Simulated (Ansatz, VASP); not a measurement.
# SiO2 in VASP and in Ansatz

```
CELL_PARAMETERS angstrom
4.10530 0.00000 0.00000
0.00000 4.10530 0.00000
0.00000 0.00000 2.46970
ATOMIC_POSITIONS crystal
Si 0.50000 0.50000 0.50000
Si 0.00000 0.00000 0.00000
O 0.69443 0.69443 0.00000
O 0.19443 0.80557 0.50000
O 0.30557 0.30557 0.00000
O 0.80557 0.19443 0.50000
```

Alike in both runs: task single point; functional LDA; k mesh 6 × 6 × 8; occupations gaussian, width 0.05 eV; no spin polarisation.

|  | VASP | Ansatz |
| --- | --- | --- |
| version | VASP 6.6.1 | Ansatz 0.2.0 |
| potentials or method | VASP PAW LDA potentials, release 64 (Si, O) | scalar-relativistic, plane waves, PAW |
| plane-wave cutoff (eV) | 520 | 520 |
| valence electrons in the cell | 32 | 32 |

Ansatz gave:

```
gap on the k mesh at the Fermi level (eV) : 7.87
least direct gap on the mesh (eV)         : 7.87
rms of the force components (eV/Å)        : 0.301
```

Q: What did VASP give for the same quantities?

A: gap on the k mesh at the Fermi level (eV): 7.87; least direct gap on the mesh (eV): 7.87; rms of the force components (eV/Å): 0.337.

Atom by atom the forces differ by 0.035 eV/Å (rms over components). Ansatz warned: «pseudo_functional_mismatch».

 Expect the measured gap to be larger: semilocal functionals such as LDA lack the derivative discontinuity. A k mesh can miss the band edges.
